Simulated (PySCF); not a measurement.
Geometry (Å), atoms numbered from 1 in this order:
```xyz
9

C    -0.5654   -0.4522   -0.9960
C    -0.9468    0.2799    0.0918
N     0.1954    0.4451    0.8283
C     1.1980   -0.1837    0.1671
N     0.7720   -0.7349   -0.9387
H    -1.1797   -0.7900   -1.8159
H    -1.8955    0.6858    0.4005
H     0.2729    0.9377    1.7001
H     2.2123   -0.2049    0.5362
```

PySCF 2.14 calculation with σ from GIAO-KT3/pcSseg-2 and structure optimised with PBE0-D3(BJ)/def2-TZVP; relativity neglected, no solvent, one computed conformer.

Predict the 2D correlation tables (HSQC, COSY, HMBC).

Answers



HSQC (one-bond C–H):
```csv
δH,δC
7.52 (H9),129.1 (C4)
7.34 (H6),128.2 (C1)
7.05 (H7),110.0 (C2)
```

COSY cross peaks (H two or three bonds apart, from the bond graph; peaks can be absent where the dihedral angle is near 90°):
```csv
δH,δH
7.34 (H6),7.05 (H7)
```

HMBC (two and three bonds, from the bond graph):
```csv
δH,δC
7.52 (H9),"128.2 (C1), 110.0 (C2)"
7.34 (H6),"129.1 (C4), 110.0 (C2)"
7.05 (H7),"129.1 (C4), 128.2 (C1)"
```

δ = σ(ref) − σ, references computed at the same level: TMS for 1H (σref 31.63) and 13C (σref 183.24).

Exchangeable OH/NH protons stand at their gas-phase positions; hydrogen bonding in a real sample shifts them, mostly to higher δ. Shifts are as computed. Against solution values, carbons near 30 ppm lie about +3 ppm off and those near 130 ppm about -1 ppm. Of 1211 compounds with measured shifts, 218 miss one by over three times the rms of a fit or turn the order of signals round; such compounds aren't used in these exercises.
